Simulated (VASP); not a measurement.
# W: convergence, energy along a vibration (SMASS = -2)

W, atoms displaced along the mode, 2 atoms in the cell. PBE, energy along a line of displacements; PAW potentials W (PBE set). VASP 6.6.1.

Wanted: harmonic frequency within 1 %.

Mode: mode at H.

POSCAR:
```
W
1.0
    3.1646900000      0.0000000000      0.0000000000
    0.0000000000      3.1646900000      0.0000000000
    0.0000000000      0.0000000000      3.1646900000
W
2
Direct
   -0.0126394686      0.0000000000      0.0000000000
    0.5126394686      0.5000000000      0.5000000000

    0.0100000000   0.0000000000   0.0000000000
   -0.0100000000   0.0000000000   0.0000000000
```

The series start from k mesh: 6 × 6 × 6; Cutoff (eV): 300; Step along the mode (Å): 0.02; Electronic threshold (eV): 1e-7; Smearing width (eV): 0.15; Precision and projection: Accurate, reciprocal space. Each series keeps the choices made before it, and each single choice may use up half of a tolerance.

## k mesh

| k mesh | Harmonic frequency (THz) | Time (s) |
|---|---|---|
| 3 × 3 × 3 | 2.093 | 6.9 |
| 4 × 4 × 4 | 6.032 | 9.4 |
| 5 × 5 × 5 | 4.405 | 13 |
| 6 × 6 × 6 | 5.131 | 17 |
| 8 × 8 × 8 | 5.189 | 34 |
| 10 × 10 × 10 | 5.534 | 61 |
| 12 × 12 × 12 (reference) | 5.286 | 99 |

Chosen: 12 × 12 × 12; the next looser run is off by more than half of the tolerance, so convergence isn't shown beyond this value.

## Cutoff (eV)

| Cutoff (eV) | Harmonic frequency (THz) | Time (s) |
|---|---|---|
| 160 | 4.696 | 53 |
| 200 | 5.255 | 78 |
| 230 | 5.288 | 72 |
| 260 | 5.284 | 96 |
| 300 | 5.286 | 99 |
| 340 (reference) | 5.309 | 136 |

Chosen: 230, the loosest value from which every tighter one stays within half of the tolerance.

## Electronic threshold (eV)

| Electronic threshold (eV) | Harmonic frequency (THz) | Time (s) |
|---|---|---|
| 0.001 | 5.287 | 49 |
| 0.0001 | 5.288 | 52 |
| 1e-5 | 5.288 | 54 |
| 1e-6 | 5.288 | 61 |
| 1e-7 (reference) | 5.288 | 72 |
| 1e-8 | crashed | 106 |

Chosen: 0.001, the loosest value from which every tighter one stays within half of the tolerance (runs without a result left aside).

VASP's message at the runs that stop: ERROR in subspace rotation PDSYEVX/ PZHEEVX: I2,IFAIL= 1 8.

## Smearing width (eV)

| Smearing width (eV) | Harmonic frequency (THz) | Time (s) |
|---|---|---|
| 0.4 | 5.003 | 50 |
| 0.3 | 5.125 | 51 |
| 0.2 | 5.275 | 51 |
| 0.15 | 5.287 | 49 |
| 0.1 (reference) | 5.235 | 51 |

Chosen: 0.1; the next looser run is off by more than half of the tolerance, so convergence isn't shown beyond this value.

## Precision and projection

| Precision and projection | Harmonic frequency (THz) | Time (s) |
|---|---|---|
| Accurate, reciprocal space | 5.235 | 51 |
| Normal, reciprocal space | 5.234 | 31 |
| Normal, Auto | 5.252 | 53 |

Chosen: Normal, reciprocal space, the fastest of those that stay within half of the tolerance.

## All choices together

| Input | Harmonic frequency (THz) | Time (s) |
|---|---|---|
| defaults on a coarse mesh (naive) | 1.926 | 1.9 |
| chosen settings | 5.234 | 31 |
| reference settings throughout | 5.255 | 125 |

The chosen settings stay within the tolerance of the reference run, but the reference itself isn't shown to be converged in: k mesh, Smearing width (eV).

## The input

INCAR:
```
SYSTEM = W
GGA = PE ; PREC = Normal
ENCUT = 230 ; EDIFF = 0.001
ALGO = Normal ; LREAL = .FALSE.
LASPH = .TRUE. ; ISMEAR = 1
SIGMA = 0.1 ; ISYM = 0
LWAVE = .FALSE. ; LCHARG = .FALSE.
IBRION = 0 ; SMASS = -2
POTIM = 1 ; NSW = 9
NELMIN = 4 ; KPAR = 2
```

KPOINTS:
```
Automatic mesh
0
Gamma
  12 12 12
  0 0 0
```

Commands:
```
cat potpaw_PBE.64/W/POTCAR > POTCAR
mpirun -np 2 vasp_std > vasp.out
```

Limits: NELMIN = 4 forces that many electronic steps, so a loose EDIFF looks better here than it is.

The chosen input took VASP 6.6.1 31 s on 2 cores (AMD EPYC 9R14 (Zen 4)), a shared host.

## An input that fails: POTIM multiplies the typed steps tenfold

It runs to its end, but against the unchanged starting input it is off by 642 % in the harmonic frequency.

Changes against the starting input:
```
- POTIM = 1
+ POTIM = 10
```
